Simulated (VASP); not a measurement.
# Settings for LiH: energy along a vibration (SMASS = -2)

LiH, Fm-3m (no. 225), atoms displaced along the mode, 2 atoms in the cell. LDA, energy along a line of displacements; PAW potentials Li_sv, H (LDA set). VASP 6.6.1.

Wanted: harmonic frequency within 1 %.

Space group without the displacement: Fm-3m (no. 225); Mode: optical mode at Gamma along x.

POSCAR of the starting run:
```
LiH
1.0
    0.0000000000      2.0367500000      2.0367500000
    2.0367500000      0.0000000000      2.0367500000
    2.0367500000      2.0367500000      0.0000000000
Li H
1 1
Direct
    0.0024907202     -0.0024907202     -0.0024907202
    0.4828515892      0.5171484108      0.5171484108

    0.0025364872   0.0000000000   0.0000000000
   -0.0174635128   0.0000000000   0.0000000000
```

The series start from k mesh: 6 × 6 × 6; Cutoff (eV): 650; Step along the mode (Å): 0.02; Precision and projection: Accurate, reciprocal space. Each series keeps the choices made before it, and each single choice may use up half of a tolerance.

## k mesh

| k mesh | Harmonic frequency (THz) | Time (s) |
|---|---|---|
| 3 × 3 × 3 | 17.93 | 7.9 |
| 4 × 4 × 4 | 14.24 | 16 |
| 5 × 5 × 5 | 15.84 | 23 |
| 6 × 6 × 6 | 15.64 | 32 |
| 8 × 8 × 8 | 15.77 | 66 |
| 10 × 10 × 10 (reference) | 15.79 | 122 |

Chosen: 8 × 8 × 8, the loosest value from which every tighter one stays within half of the tolerance.

## Cutoff (eV)

| Cutoff (eV) | Harmonic frequency (THz) | Time (s) |
|---|---|---|
| 350 | 18.69 | 32 |
| 430 | 15.41 | 38 |
| 500 | 15.73 | 53 |
| 580 | 15.77 | 51 |
| 650 | 15.77 | 66 |
| 750 (reference) | 15.78 | 92 |

Chosen: 500.

## Precision and projection

| Precision and projection | Harmonic frequency (THz) | Time (s) |
|---|---|---|
| Accurate, reciprocal space | 15.81 | 74 |
| Normal, reciprocal space | 15.81 | 29 |
| Normal, Auto | 15.41 | 48 |

Chosen: Normal, reciprocal space, the fastest of those that stay within half of the tolerance.

Also changed on the way, by series that aren't shown: Step along the mode (Å): 0.08.

## All choices together

| Input | Harmonic frequency (THz) | Time (s) |
|---|---|---|
| defaults on a coarse mesh (naive) | 14.22 | 5.0 |
| chosen settings | 15.81 | 29 |
| reference settings throughout | 15.8 | 274 |

The tolerance is met.

## The input

INCAR:
```
SYSTEM = LiH
GGA = CA
PREC = Normal
ENCUT = 500
EDIFF = 1E-7
ALGO = Normal
LREAL = .FALSE.
LASPH = .TRUE.
ISMEAR = 0
SIGMA = 0.03
ISYM = 0
LWAVE = .FALSE.
LCHARG = .FALSE.
IBRION = 0
SMASS = -2
POTIM = 1
NSW = 9
NELMIN = 4
IWAVPR = 11
KPAR = 2
```

KPOINTS:
```
Automatic mesh
0
Gamma
  8 8 8
  0 0 0
```

POSCAR:
```
LiH
1.0
    0.0000000000      2.0367500000      2.0367500000
    2.0367500000      0.0000000000      2.0367500000
    2.0367500000      2.0367500000      0.0000000000
Li H
1 1
Direct
    0.0099628807     -0.0099628807     -0.0099628807
    0.4314063569      0.5685936431      0.5685936431

    0.0101459487   0.0000000000   0.0000000000
   -0.0698540513   0.0000000000   0.0000000000
```

Commands:
```
cat potpaw_LDA.64/Li_sv/POTCAR potpaw_LDA.64/H/POTCAR > POTCAR
mpirun -np 2 vasp_std > vasp.out
```

The chosen input took VASP 6.6.1 29 s on 2 cores (AMD EPYC 7R43 (Zen 3)), a shared host.

## An input that fails: POTIM multiplies the typed steps tenfold

It runs to its end, but against the unchanged starting input it is off by 3747 % in the harmonic frequency.

Changes against the starting input:
```
- POTIM = 1
+ POTIM = 10
```
